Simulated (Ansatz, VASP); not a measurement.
## Two plane-wave programs on TiAl3

Contents of INCAR:

```
SYSTEM = TiAl3
ALGO = Fast
EDIFF = 1E-6
ENCUT = 520
GGA = PE
ISIF = 2
ISMEAR = 0
LASPH = .TRUE.
LCHARG = .FALSE.
LREAL = .FALSE.
LWAVE = .FALSE.
NBANDS = 18
NELM = 80
PREC = Accurate
SIGMA = 0.1
```

Contents of KPOINTS:

```
k-points
0
G
  8 6 6
  0 0 0
```

File POSCAR:

```
TiAl3
1.0
    2.8396770000      0.0000000000      0.0000000000
    0.0000000000      4.6812640000      0.0000000000
    0.0000000000      0.0000000000      4.9007420000
Ti Al
1 3
Direct
    0.0000000000      0.5000000000      0.1659160000
    0.5000000000      0.5000000000      0.6672710000
    0.5000000000      0.0000000000      0.3309120000
    0.0000000000      0.0000000000      0.8359000000
```

Input for Ansatz:

```yaml
crystal:
  lattice:
    - [2.839677, 0.0, 0.0]
    - [0.0, 4.681264, 0.0]
    - [0.0, 0.0, 4.900742]
  atoms:
    - { symbol: Ti, position: [0.0, 0.5, 0.165916] }
    - { symbol: Al, position: [0.5, 0.5, 0.667271] }
    - { symbol: Al, position: [0.5, 0.0, 0.330912] }
    - { symbol: Al, position: [0.0, 0.0, 0.8359] }
basis:
  ecutwfc: 420
kpoints:
  mp_grid: { grid: [8, 6, 6] }
hamiltonian:
  xc: pbe
scf:
  occupations: { method: gaussian, width: 0.1 }
output:
  forces: true
  stress: true
  eigenvalues: true
```

Alike in both runs: task single point; functional PBE; k mesh 8 × 6 × 6; occupations gaussian, width 0.1 eV; no spin polarisation.

|  | VASP | Ansatz |
| --- | --- | --- |
| version | VASP 6.6.1 | Ansatz 0.2.0 |
| potentials or method | VASP PAW PBE potentials, release 64 (Ti_sv, Al) | scalar-relativistic, plane waves, PAW |
| plane-wave cutoff (eV) | 520 | 420 |
| valence electrons in the cell | 21 | 21 |

Ansatz gave:

```
gap on the k mesh at the Fermi level (eV)       : none
pressure (GPa)                                  : 0.0
largest component of the traceless stress (GPa) : 0.54
rms of the force components (eV/Å)              : 0.017
```

Question: Which values does VASP return?

Answer: gap on the k mesh at the Fermi level (eV): none; pressure (GPa): -0.1; largest component of the traceless stress (GPa): 0.55; rms of the force components (eV/Å): 0.018.

Atom by atom the forces differ by 0.001 eV/Å (rms over components). A gap of «none» marks a metal or a gap that the smearing closes.
